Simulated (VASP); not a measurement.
Data:

```
AlSb
1.0
    0.00000     3.11600     3.11600
    3.11600     0.00000     3.11600
    3.11600     3.11600     0.00000
Al Sb
1 1
Direct
  0.00000   0.00000   0.00000
  0.25000   0.25000   0.25000
```

Level of theory: PBE GGA, VASP's PBE PAW potentials (set 64) (plane waves; VASP). Run with 520 eV cut-off, 8×8×8 Γ-centred mesh, tetrahedra with Blöchl corrections, potentials Al Sb.

Unless said otherwise, spin-orbit coupling is left out, though it shifts the bands of the heavy elements here.

Task: What does the run give for the energy per atom (σ→0), band gap (on the k-mesh) with the smallest direct gap where there is one?

Result: 
The band gap (on the k-mesh) comes out as 1.22 eV, the smallest direct gap (on the k-mesh) is 1.26 eV and the energy per atom (σ→0) is -4.107 eV/atom.

Total energies compare only between runs with the same potentials, cut-off and functional.

The compound is AlSb in the zinc blende structure. It was relaxed first.
